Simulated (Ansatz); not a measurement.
AlSb in the zinc blende structure (space group F-43m, No. 216)

```cif
data_Al4Sb4
_chemical_formula_sum 'Sb4 Al4'
_space_group_name_H-M_alt 'F-43m'
_space_group_IT_number 216
_space_group_name_Hall 'F -4 2 3'
_cell_length_a 6.17723
_cell_length_b 6.17723
_cell_length_c 6.17723
_cell_angle_alpha 90.000
_cell_angle_beta 90.000
_cell_angle_gamma 90.000
loop_
_atom_site_label
_atom_site_type_symbol
_atom_site_symmetry_multiplicity
_atom_site_Wyckoff_symbol
_atom_site_fract_x
_atom_site_fract_y
_atom_site_fract_z
_atom_site_occupancy
Sb1 Sb 4 c 0.25000 0.25000 0.25000 1
Al1 Al 4 a 0.00000 0.00000 0.00000 1
```
(The calculation used a cell of 2 atoms; values per cell refer to that cell.)

Method: r2SCAN (Ansatz, an electronic-structure program; PAW; 500 eV plane waves; no SOC). Settings: 13×13×13 k-points, 0.05 eV Fermi–Dirac smearing.

| Property | Result |
|---|---|
| Volume per atom | 29.46 Å³ |
| Density | 4.19 g/cm³ |
| Band gap | 1.51 eV, indirect, Γ → Γ–X (85 % along) |
| Electron mass | 1.1 mₑ along k, 0.21 mₑ across |
| Hole mass (degenerate bands, along [100]) | 0.11, 0.35, 0.35 mₑ |
| Lowest conduction-band minima above the VBM | a point along ⟨100⟩, about 0.9 Å⁻¹ from Γ 1.51 eV; L along ⟨111⟩ 1.69 eV; Γ 2.03 eV |
| Total energy | -3520.038 eV/atom (σ→0; compares only within this code and set-up) |

Spin-orbit coupling, missing from the scalar runs, can matter with Sb. Masses are band curvatures over ±0.01 Å⁻¹ around the edge. Along k means along the line from Γ to the band edge. No phonon test of stability was made.
